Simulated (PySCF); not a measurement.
An unknown is described by computed data only.

Elements present: C, H and N. Monoisotopic mass: 60.0808 u (electron mass counted); charge +1.

- Triplet: lowest triplet excitation (Tamm–Dancoff): 10.03 eV [TDA PBE0/def2-SVPD]
- Couplings: largest of the computed one-bond spin–spin couplings (means over like bonds): 13C–1H +154.1 (×9), 15N–1H -77.8, 15N–13C -5.2 (×3) Hz [B3LYP/pcJ-1, spin–dipole term left out for some pairs]
- Rotational structure: rotational constants A, B, C: 8.168, 8.164, 4.743 GHz [PBE0-D3(BJ)/def2-SVP]
- 1H NMR: chemical shifts (computed TMS as zero) by class: 4.74 (1 H), 3.08 (9 H) ppm [GIAO KT2/pcSseg-2]
- UV, first state: lowest singlet excitation: 10.34 eV (120 nm, f = 0.000) [TDDFT PBE0/def2-SVPD]
- 13C NMR: chemical shifts (computed TMS as zero) by class: 50.1 (3 C) ppm [GIAO KT2/pcSseg-2]
- XPS: C1s 297.5 (×3), N1s 414.0 eV [ΔSCF SCAN, pcX-2 on the ionised atom, pcseg-1 elsewhere, spin-free X2C]
- Polarisability: 42.1 au [PBE0/def2-SVPD]
- UV, strongest line: among the 10 lowest singlet transitions: S3/S4 at 10.53 eV (118 nm, f = 0.046 summed over these states) [TDDFT PBE0/def2-SVPD]

Gas-phase values; electronic properties from PySCF, density fitting. Levels stand in brackets. Isolated species at its PBE0-D3(BJ)/def2-SVP geometry, gas phase. NMR values are class means; diastereotopic atoms form classes of their own.

Q: Which formula fits the mass and the elements?

A: C3H10N (calculated 60.0808). No other formula that holds each of these elements comes within 0.0003 u with a fitting electron parity and a possible valence count.

Q: What is the compound? Reason from the data.

A: Numbering: `[CH3:1][NH+:2]([CH3:3])[CH3:4]`. 3 carbons fall into 1 class: N-methyl carbon [C1/C3/C4] (50.1 ppm, 3 C). Hydrogen classes from least to most shielded: 1 H on an ammonium nitrogen, N2 (4.74 ppm), 9 H on 3 N-methyl carbons, C1/C3/C4 (3.08 ppm). The couplings run between: +154.1 Hz, N-methyl carbon [C1] and its hydrogen (with 8 like pairs); -77.8 Hz, ammonium nitrogen [N2] and its hydrogen; -5.2 Hz, ammonium nitrogen [N2] and N-methyl carbon [C1] (with 2 like pairs). The core levels belong to: C1s 297.5 eV, N-methyl carbon [C1/C3/C4]; N1s 414.0 eV, ammonium nitrogen [N2]. S1 is mainly HOMO→LUMO (weight 0.98); the largest Löwdin shares of the orbital it empties are 0.19 on each of 3 atoms of one kind (N-methyl carbon) and 0.07 on a methyl hydrogen, of the orbital it fills 0.23 on the N–H hydrogen and 0.12 on the ammonium nitrogen. The optimised geometry has point group C3v and is an oblate symmetric top (the spread among constants that symmetry makes equal is optimisation noise). Structure: `C[NH+](C)C`. Computed isomers that give other values at the same levels: `CC(C)[NH3+]` (core binding energies: C1s 295.8 (×2), C1s 297.8, N1s 414.6 eV); `CC[NH2+]C` (core binding energies: C1s 295.8, C1s 297.6, C1s 297.7, N1s 414.2 eV); `CCC[NH3+]` (core binding energies: C1s 295.1, C1s 295.8, C1s 297.8, N1s 414.8 eV). The assignments are read from this structure; whether some other isomer fits the data as well wasn't checked.
